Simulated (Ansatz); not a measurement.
Response to strain in ZrO2

Consider ZrO2 (space group P2_1/c, No. 14).

```
CELL_PARAMETERS angstrom
      5.18987     0.00000     0.00000
      0.00000     5.24188     0.00000
     -0.90466     0.00000     5.30184
ATOMIC_POSITIONS crystal
  Zr 0.27576 0.04379 0.21002
  Zr 0.72424 0.54379 0.28998
  Zr 0.72424 0.95621 0.78998
  Zr 0.27576 0.45621 0.71002
  O  0.06497 0.32630 0.35005
  O  0.93503 0.82630 0.14995
  O  0.93503 0.67370 0.64995
  O  0.06497 0.17370 0.85005
  O  0.45100 0.75674 0.47552
  O  0.54900 0.25674 0.02448
  O  0.54900 0.24326 0.52448
  O  0.45100 0.74326 0.97552
```

Cartesian axes are those of the cell as printed.

Strains are applied to the cell and any free atomic positions relax; under biaxial strain the out-of-plane vector relaxes too.

The values are results of DFT with PBE, PAW potentials and a 420 eV plane-wave cutoff in Ansatz (a program for electronic structure), scalar-relativistic without spin-orbit coupling, not measurements.

Notes on the quantities. pressure: mean of the normal stresses, compression positive; energy relative to the base: free energy F.

| case | smallest direct gap | pressure | volume per atom | energy relative to the base | band gap |
|---|---|---|---|---|---|
| base | 3.71 eV | 0.00 GPa | 12.02 Å³ | 0 meV/atom | 3.65 eV |
| biaxial strain −2.43 %, plane normal [001], relaxed out of plane | 3.96 eV | 6.09 GPa | 11.71 Å³ | +16 meV/atom | 3.92 eV |
| biaxial strain +0.44 %, plane normal [001], relaxed out of plane | 3.69 eV | -1.05 GPa | 12.08 Å³ | +0.5 meV/atom | 3.62 eV |
| isotropic strain −4.76 % | 4.25 eV | 31.93 GPa | 10.38 Å³ | +151 meV/atom | 4.19 eV |
| isotropic strain −2.29 % | 3.81 eV | 14.00 GPa | 11.21 Å³ | +35 meV/atom | 3.77 eV |
| uniaxial strain ε_zz = +3.67 % | 3.86 eV | -5.62 GPa | 12.46 Å³ | +13 meV/atom | 3.83 eV |
| uniaxial strain ε_zz = +5.92 % | 4.02 eV | -7.46 GPa | 12.73 Å³ | +32 meV/atom | 3.89 eV |

No phonon test of stability was made. Under isotropic strain −4.76 % atoms moved by over 0.3 Å (layers or molecules slid or turned), so the response is not a plain elastic one.
